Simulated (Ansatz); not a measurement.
BN built on the rocksalt prototype, relaxed with r2SCAN in the PAW code Ansatz. The symmetry is Fm-3m (No. 225, cubic); a = 3.492 Å in the conventional setting, 5.32 Å³ an atom. B has 6 N at 1.75 Å; N has 6 B at 1.75 Å.

The axes x, y and z are those of this cell:
```yaml
crystal:
  lattice:
    - [0.00000, 1.74583, 1.74583]
    - [1.74583, 0.00000, 1.74583]
    - [1.74583, 1.74583, 0.00000]
  atoms:
    - { symbol: B, position: [0.00000, 0.00000, 0.00000] }
    - { symbol: N, position: [0.50000, 0.50000, 0.50000] }
```

Unstrained: PBE gives an indirect gap of 1.201 eV, from Γ–K (0.45 of the way from Γ) to X; the least direct gap is 5.863 eV at L. r2SCAN gives an indirect gap of 1.340 eV, from Γ–K (0.44 of the way from Γ) to X; the least direct gap is 6.538 eV at L. The HSE06 gap is indirect, 2.182 eV (Γ–K (0.45 of the way from Γ) to X), below the direct gap of 7.253 eV at L. Meshes: PBE 12×12×12, r2SCAN 12×12×12, HSE06 8×8×8. Strains are changes of length per length, and xy shears are angles. After each strain the atoms were relaxed again with r2SCAN within the symmetry that the strain leaves, so tilts or polar shifts that break it weren't tested; points keep the names that they have in the unstrained zone. Spin-unpolarised throughout. Whether this structure exists isn't addressed.

(1) For epitaxial -5.0 % in the xy plane, how far does the free direction move, and what happens to the gap?

(2) Apply uniaxial -1.0 % along z, other directions held. How far does the gap move, against the unstrained cell?

(3) Apply xy shear, engineering strain (angle) -2.5 %. How far does the gap move, against the unstrained cell?

(4) Estimate what uniaxial +3.0 % along [111], other directions held does to the gap.

(5) Estimate what isotropic -1.0 % on every length does to the gap.

(6) Order the strained cells by their HSE06 gap, smallest first.
A. xy shear, engineering strain (angle) -2.5 %
B. uniaxial -1.0 % along z, other directions held
C. uniaxial +3.0 % along [111], other directions held
D. epitaxial -5.0 % in the xy plane
E. isotropic -1.0 % on every length

## Answers

(1) The normal strain at zero normal stress is +8.71 %, 1.74 of the in-plane strain with the sign turned. PBE: gap 1.20 before, none (overlap 0.04) after (eV); it has closed. HSE06: the gap goes from 2.182 to 0.848 eV (-1.334 eV); the edges go from Γ–K (0.45) → X to Γ → X.

(2) PBE: the gap goes from 1.201 to 1.116 eV (-0.085 eV); the X points, equivalent before, split by 234 meV, and the conduction bottom lies at those like (1/2, 1/2, 0); the edges go from Γ–K (0.45) → X to Γ–K (0.44) → X. HSE06: the gap goes from 2.182 to 2.094 eV (-0.088 eV); the X points, equivalent before, split by 252 meV, and the conduction bottom lies at those like (1/2, 1/2, 0); the edges go from Γ–K (0.45) → X to Γ–K (0.44) → X.

(3) PBE: the gap goes from 1.201 to 0.949 eV (-0.252 eV); the X points, equivalent before, split by 47 meV, and the conduction bottom lies at those like (1/2, 1/2, 0); the edges go from Γ–K (0.45) → X to Γ–K (0.44) → X. HSE06: the gap goes from 2.182 to 1.932 eV (-0.250 eV); the X points, equivalent before, split by 49 meV, and the conduction bottom lies at those like (1/2, 1/2, 0); the edges go from Γ–K (0.45) → X to Γ–K (0.44) → X.

(4) PBE: the gap goes from 1.201 to 0.797 eV (-0.404 eV); the edges go from Γ–K (0.45) → X to (0.177, 0.177, 0.332) → X. HSE06: the gap goes from 2.182 to 1.750 eV (-0.432 eV); the edges go from Γ–K (0.45) → X to (0.177, 0.177, 0.332) → X.

(5) PBE: the gap goes from 1.201 to 1.429 eV (+0.228 eV); the edges go from Γ–K (0.45) → X to Γ–K (0.44) → X. HSE06: the gap goes from 2.182 to 2.440 eV (+0.258 eV); the edges go from Γ–K (0.45) → X to Γ–K (0.44) → X.

(6) D (0.85 eV), C (1.75 eV), A (1.93 eV), B (2.09 eV), E (2.44 eV).

Where an edge lies off the special points, it is a point of the mesh or the k point where a search put PBE's edge or least direct gap, reused for the other functionals, whose own edges may lie a little apart.

Coordinates of k points refer to the reciprocal vectors of the primitive cell of the runs.

The meshes of the hybrids are coarse, so their gaps aren't converged to the digits shown.
